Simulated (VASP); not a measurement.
# V (Fm-3m) in VASP: reference runs

Reference runs on V: the cell as given and a disturbed copy.

Program: VASP 6.6.1. These are calculated values, not measurements. Logs are shortened: lines on timing, memory, paths and dates and some standing lists are left out, and cuts for length are marked.

**1. Starting point**

Symmetry: Fm-3m, No. 225, cubic system. Conventional cell: a = 3.790 Å, b = 3.790 Å, c = 3.790 Å, α = 90.00°, β = 90.00°, γ = 90.00°. Around V (site symmetry m-3m) lie 12 V at 2.68 Å.

This isn't the form of V at room conditions, which is bcc.

**2. Single point, PBE, collinear spin, ferromagnetic start**

Contents of INCAR:

```
PREC = Accurate
ENCUT = 520
EDIFF = 1E-7
ISMEAR = -1
SIGMA = 0.05
LREAL = F
LASPH = T
NELM = 100
ALGO = Normal
ISIF = 2
LWAVE = F
LCHARG = T
ISPIN = 2
MAGMOM = 2
LORBIT = 11
LMAXMIX = 4
GGA = PE
LELF = T
LVHAR = T
NBANDS = 16
```

Contents of KPOINTS:

```
regular mesh
0
Gamma
  12 12 12
```

Contents of POSCAR:

```
V
1.0
    0.0000000000      1.8950000000      1.8950000000
    1.8950000000      0.0000000000      1.8950000000
    1.8950000000      1.8950000000      0.0000000000
V
1
Direct
    0.0000000000      0.0000000000      0.0000000000
```

Potentials or basis: VASP PAW PBE potentials, release 64 (V_sv).

On the command line:

```sh
> cat potpaw_PBE.64/V_sv/POTCAR > POTCAR
> mpirun -np 1 vasp_std > vasp.out
```

OUTCAR:

```text
PREC = Accurate
   ENCUT = 520
   EDIFF = 1E-7
   ISMEAR = -1
   LREAL = F
   LASPH = T
   NELM = 100
   ISIF = 2
   ISPIN = 2
   LORBIT = 11
   GGA = PE

 ion  position               nearest neighbor table
   1  0.000  0.000  0.000-

  LATTYP: Found a face centered cubic cell.
 ALAT       =     3.7900000000

  Lattice vectors:

 A1 = (   0.0000000000,   1.8950000000,   1.8950000000)
 A2 = (   1.8950000000,   0.0000000000,   1.8950000000)
 A3 = (   1.8950000000,   1.8950000000,   0.0000000000)

Analysis of symmetry for initial positions (statically):
=====================================================================
 Subroutine PRICEL returns:
 Original cell was already a primitive cell.

 Routine SETGRP: Setting up the symmetry group for a
 face centered cubic supercell.

 Subroutine GETGRP returns: Found 48 space group operations
 (whereof 48 operations were pure point group operations)
 out of a pool of 48 trial point group operations.

The static configuration has the point symmetry O_h .

Analysis of symmetry for dynamics (positions and initial velocities):
=====================================================================
 Subroutine PRICEL returns:
 Original cell was already a primitive cell.

 Routine SETGRP: Setting up the symmetry group for a
 face centered cubic supercell.

 Subroutine GETGRP returns: Found 48 space group operations
 (whereof 48 operations were pure point group operations)
 out of a pool of 48 trial point group operations.

The dynamic configuration has the point symmetry O_h .

Analysis of structural, dynamic, and magnetic symmetry:
=====================================================================
 Subroutine PRICEL returns:
 Original cell was already a primitive cell.

 Routine SETGRP: Setting up the symmetry group for a
 face centered cubic supercell.

 Subroutine GETGRP returns: Found 48 space group operations
 (whereof 48 operations were pure point group operations)
 out of a pool of 48 trial point group operations.

The overall configuration has the point symmetry O_h .

 Subroutine INISYM returns: Found 48 space group operations
 (whereof 48 operations are pure point group operations),
 and found     1 'primitive' translations

----------------------------------------------------------------------------------------

                                     Primitive cell

  volume of cell :      13.6100

  direct lattice vectors                    reciprocal lattice vectors
     0.000000000  1.895000000  1.895000000    -0.263852243  0.263852243  0.263852243
     1.895000000  0.000000000  1.895000000     0.263852243 -0.263852243  0.263852243
     1.895000000  1.895000000  0.000000000     0.263852243  0.263852243 -0.263852243

  length of vectors
     2.679934701  2.679934701  2.679934701     0.457005490  0.457005490  0.457005490

  position of ions in fractional coordinates (direct lattice)
     0.000000000  0.000000000  0.000000000

  ion indices of the primitive-cell ions
   primitive index   ion index
                 1           1

----------------------------------------------------------------------------------------

 KPOINTS: regular mesh

Automatic generation of k-mesh.
 Grid dimensions read from file:
 generate k-points for:   12   12   12

 Generating k-lattice:

  Cartesian coordinates                     Fractional coordinates (reciprocal lattice)
    -0.021987687  0.021987687  0.021987687     0.083333333  0.000000000  0.000000000
     0.021987687 -0.021987687  0.021987687     0.000000000  0.083333333  0.000000000
     0.021987687  0.021987687 -0.021987687     0.000000000  0.000000000  0.083333333

  Length of vectors
     0.038083791  0.038083791  0.038083791

  Shift w.r.t. Gamma in fractional coordinates (k-lattice)
     0.000000000  0.000000000  0.000000000

 Subroutine IBZKPT returns following result:
 ===========================================

 Found     72 irreducible k-points:

 Following reciprocal coordinates:
            Coordinates               Weight
  0.000000  0.000000  0.000000      1.000000
  0.083333  0.000000  0.000000      8.000000
  0.166667  0.000000  0.000000      8.000000
  0.250000  0.000000  0.000000      8.000000
  0.333333  0.000000  0.000000      8.000000
  0.416667  0.000000  0.000000      8.000000
[... 42 lines left out ...]
  0.333333  0.250000  0.083333     24.000000
  0.416667  0.250000  0.083333     48.000000
 [... further k-points ...]
   k-points           NKPTS =     72   k-points in BZ     NKDIM =     72   number of bands    NBANDS=     16
   number of dos      NEDOS =    301   number of ions     NIONS =      1
   total plane-waves  NPLWV =   8000
   dimension x,y,z NGX =    20 NGY =   20 NGZ =   20
   dimension x,y,z NGXF=    40 NGYF=   40 NGZF=   40
   ions per type =               1
   NGX,Y,Z   is equivalent  to a cutoff of  12.41, 12.41, 12.41 a.u.
   NGXF,Y,Z  is equivalent  to a cutoff of  24.81, 24.81, 24.81 a.u.
 SYSTEM =  unknown system
   PREC   = accura    normal or accurate (medium, high low for compatibility)
   ISTART =      0    job   : 0-new  1-cont  2-samecut
   ICHARG =      2    charge: 1-file 2-atom 10-const
   ISPIN  =      2    spin polarized calculation?
   LNONCOLLINEAR =      F non collinear calculations
   LSORBIT =      F    spin-orbit coupling
   LASPH  =      T    aspherical Exc in radial PAW
   ENCUT  =  520.0 eV  38.22 Ry    6.18 a.u.   4.98  4.98  4.98*2*pi/ulx,y,z
   NELM   =    100;   NELMIN=  2; NELMDL= -5     # of ELM steps
   EDIFF  = 0.1E-06   stopping-criterion for ELM
   LREAL  =      F    real-space projection
   EDIFFG = 0.1E-05   stopping-criterion for IOM
   NSW    =      0    number of steps for IOM
   IBRION =     -1    ionic relax: 0-MD 1-quasi-New 2-CG
   NFREE  =      0    steps in history (QN), initial steepest desc. (CG)
   ISIF   =      2    stress and relaxation
   ISYM   =      2    0-nonsym 1-usesym 2-fastsym
   POTIM  = 0.5000    time-step for ionic-motion
   TEBEG  =    0.0;   TEEND  =   0.0 temperature during run
   PSTRESS=    0.0 pullay stress
   NELECT =      13.0000    total number of electrons
   NUPDOWN=      -1.0000    fix difference up-down
   EMIN   =  10.00;   EMAX   =-10.00  energy-range for DOS
   EFERMI =   0.00;   METHOD = LEGACY
   ISMEAR =    -1;   SIGMA  =   0.05  broadening in eV -4-tet -1-fermi 0-gaus
   EFERMI_NEDOS =   21; number of points for ismear=-14 and -15
   IALGO  =     38    algorithm
   IMIX   =      4    mixing-type and parameters
     AMIX     =   0.40;   BMIX     =  1.00
     AMIX_MAG =   1.60;   BMIX_MAG =  1.00
  volume/ion in A,a.u.               =      13.61        91.84
  Fermi-wavevector in a.u.,A,eV,Ry     =   1.612266  3.046741 35.367013  2.599402
  Thomas-Fermi vector in A             =   2.707524
   LORBIT       =     11    0 simple, 1 ext, 2 COOP (PROOUT), +10 PAW based schemes
   GGA     = PE    functional components
   LHFCALC =     F    Hartree Fock is set to
   AEXX    =    0.0000 exact exchange contribution
   IVDW    =     0    specifies the selected vdW correction
   LEPSILON=     F    determine dielectric tensor
   LRPA    =     F    only Hartree local field effects (RPA)
 spin polarized calculation
  energy-cutoff  :      520.00
  volume of cell :       13.61
 maximum number of plane-waves:       380
   NGX =  9   NGY =  9   NGZ =  9

 number of electron      13.0000007 magnetization       0.0000457

 number of electron      13.0000007 magnetization      -0.0000123

 Free energy of the ion-electron system (eV)
  ---------------------------------------------------
  ext. energy  EPLUGINS =         0.00000000
  ---------------------------------------------------
  free energy    TOTEN  =        -8.75275326 eV

  energy without entropy =       -8.74033298  energy(sigma->0) =       -8.74654312

 E-fermi :   9.8997     XC(G=0): -12.8510

 val. band max:        9.8714624843   @ k =   0.5000   0.1667   0.0000
 cond. band min:       9.9072948645   @ k =  -0.4167   0.1667   0.0000
 fundamental gap:      0.0358323801
 Fermi energy:         9.8996882601

 spin component 1

 k-point     1 :       0.0000    0.0000    0.0000
  band No.  band energies     occupation
      1     -54.1574      1.00000
      2     -27.4824      1.00000
      3     -27.4824      1.00000
      4     -27.4824      1.00000
      5       3.0171      1.00000
      6      10.0618      0.03763
[... 8 lines left out ...]
     15      37.4128      0.00000
     16      38.4879      0.00000
[... 723 lines left out ...]
 k-point    40 :       0.4167    0.4167    0.0000
  band No.  band energies     occupation
      1     -53.9390      1.00000
      2     -28.2397      1.00000
      3     -27.7657      1.00000
      4     -27.7657      1.00000
      5       6.4357      1.00000
      6       7.3689      1.00000
[... 8 lines left out ...]
     15      33.3193      0.00000
     16      45.0216      0.00000

 [... further k-points ...]

 spin component 2

 k-point     1 :       0.0000    0.0000    0.0000
  band No.  band energies     occupation
      1     -54.1574      1.00000
      2     -27.4824      1.00000
      3     -27.4824      1.00000
      4     -27.4824      1.00000
      5       3.0171      1.00000
      6      10.0618      0.03763
[... 8 lines left out ...]
     15      37.4128      0.00000
     16      38.4879      0.00000
[... 723 lines left out ...]
 k-point    40 :       0.4167    0.4167    0.0000
  band No.  band energies     occupation
      1     -53.9390      1.00000
      2     -28.2397      1.00000
      3     -27.7657      1.00000
      4     -27.7657      1.00000
      5       6.4357      1.00000
      6       7.3689      1.00000
[... 8 lines left out ...]
     15      33.3193      0.00000
     16      45.0216      0.00000

 [... further k-points ...]

------------------------ aborting loop because EDIFF is reached ----------------------------------------

 total charge

# of ion       s       p       d       tot
------------------------------------------
    1        2.347   6.231   3.047  11.625

 magnetization (x)

# of ion       s       p       d       tot
------------------------------------------
    1       -0.000  -0.000  -0.000  -0.000

  FORCE on cell =-STRESS in cart. coord.  units (eV):
  Direction    XX          YY          ZZ          XY          YZ          ZX
  --------------------------------------------------------------------------------------
  -------------------------------------------------------------------------------------
  Total        0.3420079      0.3420079      0.3420079      0.0000000      0.0000000     -0.0000000
  in kB       40.2614216     40.2614216     40.2614216      0.0000000      0.0000000     -0.0000000
  external PRESSURE =      40.2614216 kB  Pullay stress =       0.0000000 kB

 VOLUME and BASIS-vectors are now :
 -----------------------------------------------------------------------------
  energy-cutoff  :      520.00
  volume of cell :       13.61
      direct lattice vectors                 reciprocal lattice vectors
     0.000000000  1.895000000  1.895000000    -0.263852243  0.263852243  0.263852243
     1.895000000  0.000000000  1.895000000     0.263852243 -0.263852243  0.263852243
     1.895000000  1.895000000  0.000000000     0.263852243  0.263852243 -0.263852243

 POSITION                                       TOTAL-FORCE (eV/Angst)
 -----------------------------------------------------------------------------------
      0.00000      0.00000      0.00000         0.000000      0.000000     -0.000000
 -----------------------------------------------------------------------------------
    total drift:                               -0.000000     -0.000000     -0.000000

  FREE ENERGIE OF THE ION-ELECTRON SYSTEM (eV)
  ---------------------------------------------------
  free  energy   TOTEN  =        -8.7527532649 eV

  energy  without entropy=       -8.7403329847  energy(sigma->0) =       -8.74654312

 total charge

# of ion       s       p       d       tot
------------------------------------------
    1        2.347   6.231   3.047  11.625

 magnetization (x)

# of ion       s       p       d       tot
------------------------------------------
    1       -0.000  -0.000  -0.000  -0.000
```

It took 16 s on 1 thread of AMD EPYC 9R45 (Zen 5), shared host; peak memory 0.11 GiB.

Results:

```
Free energy                                           : -8.7528 eV
Pressure                                              : 4.0 GPa
Band gap on the k mesh                                : none (metal or under the smearing width)
Net moment                                            : 0.00 μB per cell
Valence electrons inside the program's atomic spheres : V 11.62
```

[end of part 1 of 2]
